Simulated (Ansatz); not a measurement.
Starting structure of a cell relaxation (symmetry kept):

```
Bi Te
1.0
     0.00000    3.23500    3.23500
     3.23500    0.00000    3.23500
     3.23500    3.23500    0.00000
Bi Te
1 1
Direct
  0.00000 0.00000 0.00000
  0.50000 0.50000 0.50000
```

Theory: DFT PBEsol, scalar-relativistic, plane waves, PAW in Ansatz 0.2.0.

Cutoff 420 eV; k points 12×12×12 on the computed 2-atom cell (Γ-centred); Gaussian smearing, width 0.10 eV; no spin polarisation.

Task: What does it relax to?

Result: The volume goes down by 1.17 Å³/atom to 32.68 Å³/atom, and the energy falls by 6.7 meV/atom. Final structure:
Space group Fm-3m (No. 225). a = 6.394 Å, b = 6.394 Å, c = 6.394 Å, α = 90.00°, β = 90.00°, γ = 90.00°
```tsv
atom	site	symmetry	x	y	z
Bi	4a	m-3m	0.0000	0.0000	0.0000
Te	4b	m-3m	0.5000	0.0000	0.0000
```

Course of the relaxation (steps run on the plane waves of an earlier cell, and the basis is chosen afresh near the end, so energy and pressure can step there; trial steps that raised the energy were taken back; energies are free energies):

| step | E − E_final (meV/atom) | P (GPa) | V (Å³/atom) |
| --- | --- | --- | --- |
| 1 | 6.7 | -1.76 | 33.86 |
| 2 | 1.4 | 1.00 | 32.11 |
| 3 | -0.2 | -0.06 | 32.72 |
| 4 | -0.2 | 0.00 | 32.68 |
| 5 | 0.0 | 0.00 | 32.68 |

Spin–orbit coupling is left out, which can shift energies with elements as heavy as these.